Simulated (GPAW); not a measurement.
# Rh (Fm-3m) in GPAW: notebook

Runs on Rh. Level: PBEsol. Tasks: band structure.

All numbers are computed with GPAW 26.7.0; they aren't measurements. Logs are shortened: lines on timing, memory, paths and dates and some standing lists are left out, and cuts for length are marked. The log counts tension as positive stress, the text compression.

**1. Starting point**

The structure is cubic, space group Fm-3m (No. 225). Conventional cell: a = 3.796 Å, b = 3.796 Å, c = 3.796 Å, α = 90.00°, β = 90.00°, γ = 90.00°. Around Rh (site symmetry m-3m) lie 12 Rh at 2.68 Å.

**2. Band structure, PBEsol**

The input, run.py:

```python
from ase import Atoms
from ase.dft.bandgap import bandgap
from ase.io import write
from ase.units import GPa
from gpaw import GPAW, PW, setup_paths

setup_paths.insert(0, '.')

atoms = Atoms(['Rh'],
              cell=[[0.0, 1.89785, 1.89785],
                    [1.89785, 0.0, 1.89785],
                    [1.89785, 1.89785, 0.0]],
              scaled_positions=[[0.0, 0.0, 0.0]],
              pbc=True)

calc = GPAW(mode=PW(600),
            xc='PBEsol',
            kpts={'size': (12, 12, 12), 'gamma': True},
            occupations={'name': 'fermi-dirac', 'width': 0.05},
            nbands=16,
            convergence={'density': 1e-05, 'energy': 1e-05},
            maxiter=150,
            txt='gpaw.txt')
atoms.calc = calc
energy = atoms.get_potential_energy()
forces = atoms.get_forces()
stress = atoms.get_stress()
calc.write('gs.gpw')
write('result.traj', atoms)
print(f'Energy: {energy:.6f} eV')
print('Forces (eV/A):')
print(forces.round(4))
print('Stress (GPa):', (stress / GPa).round(3))
print('Fermi level:', round(calc.get_fermi_level(), 4), 'eV')
print(f'Gap: {bandgap(calc)[0]:.4f} eV, direct: {bandgap(calc, direct=True)[0]:.4f} eV')

path = atoms.cell.bandpath('GXWKGLUWLK,UX', npoints=80, eps=1e-4)
bs_calc = calc.fixed_density(kpts=path, symmetry='off', nbands=24,
                             convergence={'bands': 'CBM+6.0', 'eigenstates': 1e-6}, txt='bands.txt')
bs = bs_calc.band_structure()
bs.write('bs.json')
print(f'Gap on the path: {bandgap(bs_calc)[0]:.4f} eV')
```

Potentials or basis: PAW data sets generated in the run's folder for this functional, pw.

Started as:

```bash
$ gpaw-setup -f PBEsol Rh
$ OMP_NUM_THREADS=1 python run.py
```

gpaw.txt:

```text
__  _  _
 | _ |_)|_||  |
 |__||  | ||/\| - 26.7.0

Input parameters:
  mode=PW(ecut=600.0),
  convergence={'density': 1e-05, 'energy': 1e-05},
  kpts=MonkhorstPack(size=(12, 12, 12), gamma=True),
  maxiter=150,
  nbands=16,
  occupations=Occupations(name='fermi-dirac', width=0.05),
  xc=XC(name='PBEsol')

Diagonalizing LCAO Hamiltonian
Converting LCAO to pw mode

       Rh

Atoms  # Å, Bohr magnetons
|   | symbol |        x |        y |        z |    initial magnetic moments |
|---|--------|----------|----------|----------|-----------------------------|
| 0 |     Rh | 0.000000 | 0.000000 | 0.000000 | ( 0.0000,  0.0000,  0.0000) |

Unit cell  # Å
| periodic |        x |        y |        z |  lengths |    angles |
|----------|----------|----------|----------|----------|-----------|
|      yes | 0.000000 | 1.897850 | 1.897850 | 2.683965 | 60.000000 |
|      yes | 1.897850 | 0.000000 | 1.897850 | 2.683965 | 60.000000 |
|      yes | 1.897850 | 1.897850 | 0.000000 | 2.683965 | 60.000000 |

Number of symmetries: 48
Symmetry operations  # r_c * U_cc + t_c -> r_c
|    | kind |            matrix            |
|----|------|------------------------------|
|  0 |  σ   |  1, 0, 0,  1, 0,-1,  1,-1, 0 |
|  1 |  C2  |  1, 0, 0,  1,-1, 0,  1, 0,-1 |
|  2 |  E   |  1, 0, 0,  0, 1, 0,  0, 0, 1 |
|  3 |  σ   |  1, 0, 0,  0, 0, 1,  0, 1, 0 |
|  4 |  C4  |  1, 0,-1,  1, 0, 0,  1,-1, 0 |
|  5 |  S6  |  1, 0,-1,  1,-1, 0,  1, 0, 0 |
|  6 |  σ   |  1, 0,-1,  0, 1,-1,  0, 0,-1 |
|  7 |  C3  |  1, 0,-1,  0, 0,-1,  0, 1,-1 |
|  8 |  S6  |  1,-1, 0,  1, 0, 0,  1, 0,-1 |
|  9 |  C4  |  1,-1, 0,  1, 0,-1,  1, 0, 0 |
| 10 |  C3  |  1,-1, 0,  0,-1, 1,  0,-1, 0 |
| 11 |  σ   |  1,-1, 0,  0,-1, 0,  0,-1, 1 |
| 12 |  σ   |  0, 1, 0,  1, 0, 0,  0, 0, 1 |
| 13 |  C4  |  0, 1, 0,  0, 1,-1, -1, 1, 0 |
| 14 |  C3  |  0, 1, 0,  0, 0, 1,  1, 0, 0 |
| 15 |  S6  |  0, 1, 0, -1, 1, 0,  0, 1,-1 |
| 16 |  C2  |  0, 1,-1,  1, 0,-1,  0, 0,-1 |
| 17 |  σ   |  0, 1,-1,  0, 1, 0, -1, 1, 0 |
| 18 |  S4  |  0, 1,-1,  0, 0,-1,  1, 0,-1 |
| 19 |  C4  |  0, 1,-1, -1, 1, 0,  0, 1, 0 |
| 20 |  C3  |  0, 0, 1,  1, 0, 0,  0, 1, 0 |
| 21 |  σ   |  0, 0, 1,  0, 1, 0,  1, 0, 0 |
| 22 |  S6  |  0, 0, 1,  0,-1, 1, -1, 0, 1 |
| 23 |  C4  |  0, 0, 1, -1, 0, 1,  0,-1, 1 |
| 24 |  S4  |  0, 0,-1,  1, 0,-1,  0, 1,-1 |
| 25 |  C3  |  0, 0,-1,  0, 1,-1,  1, 0,-1 |
| 26 |  C2  |  0, 0,-1,  0,-1, 0, -1, 0, 0 |
| 27 |  S6  |  0, 0,-1, -1, 0, 0,  0,-1, 0 |
| 28 |  S4  |  0,-1, 1,  1,-1, 0,  0,-1, 0 |
| 29 |  C4  |  0,-1, 1,  0, 0, 1, -1, 0, 1 |
| 30 |  C2  |  0,-1, 1,  0,-1, 0,  1,-1, 0 |
| 31 |  σ   |  0,-1, 1, -1, 0, 1,  0, 0, 1 |
| 32 |  C3  |  0,-1, 0,  1,-1, 0,  0,-1, 1 |
| 33 |  S6  |  0,-1, 0,  0, 0,-1, -1, 0, 0 |
| 34 |  S4  |  0,-1, 0,  0,-1, 1,  1,-1, 0 |
| 35 |  C2  |  0,-1, 0, -1, 0, 0,  0, 0,-1 |
| 36 |  C2  | -1, 1, 0,  0, 1, 0,  0, 1,-1 |
| 37 |  S6  | -1, 1, 0,  0, 1,-1,  0, 1, 0 |
| 38 |  S4  | -1, 1, 0, -1, 0, 1, -1, 0, 0 |
| 39 |  C3  | -1, 1, 0, -1, 0, 0, -1, 0, 1 |
| 40 |  S6  | -1, 0, 1,  0, 0, 1,  0,-1, 1 |
| 41 |  C2  | -1, 0, 1,  0,-1, 1,  0, 0, 1 |
| 42 |  C3  | -1, 0, 1, -1, 1, 0, -1, 0, 0 |
| 43 |  S4  | -1, 0, 1, -1, 0, 0, -1, 1, 0 |
| 44 |  C2  | -1, 0, 0,  0, 0,-1,  0,-1, 0 |
| 45 |  i   | -1, 0, 0,  0,-1, 0,  0, 0,-1 |
| 46 |  σ   | -1, 0, 0, -1, 1, 0, -1, 0, 1 |
| 47 |  C2  | -1, 0, 0, -1, 0, 1, -1, 1, 0 |

BZ-sampling:
  Number of BZ points: 1728
  Number of IBZ points: 72

  Monkhorst-Pack size: [12, 12, 12]
  Monkhorst-Pack shift: [0.041666666666666664, 0.041666666666666664, 0.041666666666666664]

K-points  # in reciprocal-cell coordinates
|     |                                coordinates |     weight |
|-----|--------------------------------------------|------------|
|   0 | ( -0.00000000,  -0.00000000,  -0.00000000) | 0.00057870 |
|   1 | (  0.08333333,   0.08333333,  -0.00000000) | 0.00347222 |
|   2 | (  0.08333333,   0.08333333,   0.08333333) | 0.00462963 |
|   3 | (  0.16666667,   0.08333333,   0.08333333) | 0.00694444 |
|   4 | (  0.16666667,   0.16666667,  -0.00000000) | 0.00347222 |
|   5 | (  0.16666667,   0.16666667,   0.08333333) | 0.01388889 |
|   6 | (  0.16666667,   0.16666667,   0.16666667) | 0.00462963 |
|   7 | (  0.25000000,   0.16666667,   0.08333333) | 0.01388889 |
|   8 | (  0.25000000,   0.16666667,   0.16666667) | 0.01388889 |
|   9 | (  0.25000000,   0.25000000,  -0.00000000) | 0.00347222 |
| ... |                                            |            |
|  71 | (  0.50000000,   0.50000000,   0.50000000) | 0.00231481 |

Plane wave coefficients: 471
Cutoff: 600.0 eV

Spin-components: 1 (collinear spins)
Bands:           16
Projectors:      6
Spin-degeneracy: 2
Datatype:        complex128

Parallelization:
  kpt:    1
  domain: 1
  band:   1

Density:
  Valence electrons: 15.0
  Components: 1
  Grid points: [16 16 16]
  Charge: 0.0  # |e|

Potential:
  Grid points: [16 16 16]

species:
  Rh:
    name:    Rhodium
    Z:       45.0
    valence: 15
    core:    30
    charge:  0.0  # [|e|]
    compensation charges:
      type: gauss
      rc: 0.38  # [Å]
      lmax: 2
    cutoffs:
      filter: 2.48  # [Å]
      core: 2.35  # [Å]
    projectors
    | kind |    occ | energy [eV] | rcut [Å] |
    |------|--------|-------------|----------|
    |   5s |  1.000 |      -4.322 |    1.270 |
    |   4p |  6.000 |     -50.387 |    1.381 |
    |   5p |  0.000 |      -0.797 |    1.381 |
    |   4d |  8.000 |      -5.955 |    1.244 |
    |    s |        |      22.889 |    1.270 |
    |    d |        |      21.257 |    1.244 |

    Using partial waves for Rh as LCAO basis

Reference energy: -130069.661446  # eV

eigensolver:
  PPCG
  Converge bands: occupied
  niter=2

density mixing:
  MSR1-Mixer
  Pratt-step length: 0.05
  Maximum mixing coefficient: 0.75
  Old densities: 10
  SVD Regularization: 0.005
  Good broyden scale: 1.0
  Trust region scale: 1.0
  Backstep threshold: 4.0
  History deletion threshold: 6.0
  Fourier metric: weight=20.0, sigma=0.015

occupation numbers:
  Fermi-Dirac:
    width: 0.0500  # eV

poisson solver:
  ecut: 4800.0  # eV

xc functional:
  name: PBEsol with 2 nearest neighbor stencil

convergence criteria:
[... 6 lines left out ...]
|iter     | |      energy | eigst |  dens |
|---------|-|-------------|-------|-------|
|iter:   1| |   -8.834917 | +0.05 |       |
|iter:   2| |   -8.690846 | -2.72 | -1.08 |
|iter:   3| |   -8.177311 | -2.03 | -1.14 |
|iter:   4| |   -8.172604 | -3.66 | -2.29 |
|iter:   5| |   -8.170832 | -3.64 | -2.48 |
|iter:   6| |   -8.170828 | -6.25 | -3.54 |
|iter:   7| |   -8.170830c| -6.45 | -3.80 |
|iter:   8| |   -8.170830c| -7.62c| -5.14c|

Converged in 8 steps
Energy contributions relative to reference atoms: (reference = -130069.661446)

Energy contributions:
  Kinetic:          -5.646725
  Coulomb:           2.979802
  Zero:             -0.067269
  External:          0.000000
  Xc:               -5.432534
  Entropy:          -0.008208
  Spinorbit:         0.000000
  ----------------------------
  Free energy:      -8.174934
  Extrapolated:     -8.170830

dipole moment: (-11.529023, -11.529023, -11.529023)  # |e|*Ang

Fermi level: 11.807
Eigenvalues  # (at kpt = [-0.000, -0.000, -0.000])
| band index |      eig [eV] | occ [0-2] |
|------------|---------------|-----------|
|          0 |       -34.560 |     2.000 |
|          1 |       -34.560 |     2.000 |
|          2 |       -34.560 |     2.000 |
|          3 |         3.722 |     2.000 |
|          4 |         8.671 |     2.000 |
|          5 |         8.671 |     2.000 |
[... 8 lines left out ...]
|         14 |        43.903 |     0.000 |
|         15 |        44.067 |     0.000 |

No gap
No difference between direct/indirect transitions

Forces  # eV/Ang
|        x |        y |       z |
|----------|----------|---------|
| -0.00000 | -0.00000 | 0.00000 |  # Rh   0

Stress tensor  # eV/Ang^3
|         x |         y |         z |
|-----------|-----------|-----------|
|  0.009010 |  0.000000 | -0.000000 |
|  0.000000 |  0.009010 | -0.000000 |
| -0.000000 | -0.000000 |  0.009010 |

# Writing to gs.gpw (mode='')
```

It took 21 s on 1 thread of Intel Xeon Platinum 8259CL at 2.50GHz (Skylake/Cascade Lake), shared host; peak memory 0.17 GiB.

What came out:

- Free energy: -8.1749 eV
- Pressure: -1.4 GPa
- Band gap along the path: none (metal or under the smearing width)

Levels at the corners of the path, in eV from the Fermi level:
| point | band 5 | band 6 | band 7 | band 8 | band 9 |
| --- | --- | --- | --- | --- | --- |
| Γ | -3.14 | -3.14 | -3.14 | -1.02 | -1.02 |
| X | -6.01 | 0.53 | 0.98 | 0.98 | 3.18 |
| W | -3.85 | -3.85 | -1.24 | 0.98 | 9.68 |
| K | -4.81 | -2.10 | -0.72 | 0.36 | 7.88 |
| Γ | -3.14 | -3.14 | -3.14 | -1.02 | -1.02 |
| L | -3.21 | -3.21 | 0.56 | 0.56 | 0.65 |
| U | -4.81 | -2.10 | -0.72 | 0.36 | 7.88 |
| W | -3.85 | -3.85 | -1.24 | 0.98 | 9.68 |
| L | -3.21 | -3.21 | 0.56 | 0.56 | 0.65 |
| K | -4.81 | -2.10 | -0.72 | 0.36 | 7.88 |
| U | -4.81 | -2.10 | -0.72 | 0.36 | 7.88 |
| X | -6.01 | 0.53 | 0.98 | 0.98 | 3.18 |

**3. Band structure, PBEsol, spin-orbit coupling, no magnetisation**

Edit run.py of step 2 so:

```diff
@@ -1 +1,2 @@
+import numpy as np
 from ase import Atoms
@@ -5,2 +6,3 @@
 from gpaw import GPAW, PW, setup_paths
+from gpaw.spinorbit import soc_eigenstates
 
@@ -42 +44,7 @@
 print(f'Gap on the path: {bandgap(bs_calc)[0]:.4f} eV')
+
+soc = soc_eigenstates(bs_calc, theta=54.7, phi=45)
+np.savetxt('soc_bands.dat', soc.eigenvalues(), fmt='%.4f')
+mesh = soc_eigenstates('gs.gpw', theta=54.7, phi=45)
+np.savetxt('soc_mesh.dat', mesh.eigenvalues(), fmt='%.4f')
+print('Fermi level with spin-orbit coupling:', round(mesh.fermi_level, 4), 'eV')
```

Potentials or basis: PAW data sets generated in the run's folder for this functional, pw.

Started as:

```bash
$ gpaw-setup -f PBEsol Rh
$ OMP_NUM_THREADS=1 python run.py
```

Run time: 24 s. Hardware: 1 thread of Intel Xeon Platinum 8259CL at 2.50GHz (Skylake/Cascade Lake), shared host; peak memory 0.24 GiB.

The run converged. Its results:

```
Free energy             : -8.1749 eV
Pressure                : -1.4 GPa
Band gap along the path : none (metal or under the smearing width)
```

Levels at the corners of the path, in eV from the Fermi level:
```
point  band 11  band 12  band 13  band 14  band 15  band 16  band 17  band 18
    Γ    -3.25    -3.25    -2.99    -2.99    -1.01    -1.01    -1.01    -1.01
    X     0.49     0.49     0.86     0.86     1.12     1.12     3.18     3.18
    W    -3.85    -3.85    -1.24    -1.24     0.97     0.97     9.50     9.50
    K    -2.12    -2.12    -0.73    -0.73     0.36     0.36     7.86     7.86
    Γ    -3.25    -3.25    -2.99    -2.99    -1.01    -1.01    -1.01    -1.01
    L    -3.09    -3.09     0.46     0.46     0.64     0.64     0.65     0.65
    U    -2.12    -2.12    -0.73    -0.73     0.36     0.36     7.86     7.86
    W    -3.85    -3.85    -1.24    -1.24     0.97     0.97     9.50     9.50
    L    -3.09    -3.09     0.46     0.46     0.64     0.64     0.65     0.65
    K    -2.12    -2.12    -0.73    -0.73     0.36     0.36     7.86     7.86
    U    -2.12    -2.12    -0.73    -0.73     0.36     0.36     7.86     7.86
    X     0.49     0.49     0.86     0.86     1.12     1.12     3.18     3.18
```

Caveat: spin-orbit coupling was added after a scalar SCF, so levels and gaps hold it while energy, forces, pressure and moments don't; this program's spin-orbit splittings come out too wide for heavy elements.
